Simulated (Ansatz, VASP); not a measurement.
**Two plane-wave programs on ZnO**

```
CELL_PARAMETERS angstrom
3.27909 0.00000 0.00000
-1.63954 2.83977 0.00000
0.00000 0.00000 5.29287
ATOMIC_POSITIONS crystal
Zn 0.33333 0.66667 0.00148
Zn 0.66667 0.33333 0.50148
O 0.33333 0.66667 0.38062
O 0.66667 0.33333 0.88062
```

Alike in both runs: task single point; functional PBE; k mesh 9 × 9 × 6; occupations gaussian, width 0.05 eV; no spin polarisation.

```csv
,VASP,Ansatz
version,VASP 6.6.1,Ansatz 0.2.0
potentials or method,"VASP PAW PBE potentials, release 64 (Zn, O)","scalar-relativistic, plane waves, PAW"
plane-wave cutoff (eV),520,520
valence electrons in the cell,36,36
```

Ansatz gave:

- gap on the k mesh at the Fermi level (eV): 0.75
- least direct gap on the mesh (eV): 0.75
- pressure (GPa): 0.0

Question: What did VASP give for the same quantities?

Answer: gap on the k mesh at the Fermi level (eV): 0.73; least direct gap on the mesh (eV): 0.73; pressure (GPa): 0.9.

With one functional, cell and mesh, what is left measures potentials, basis and numerics.
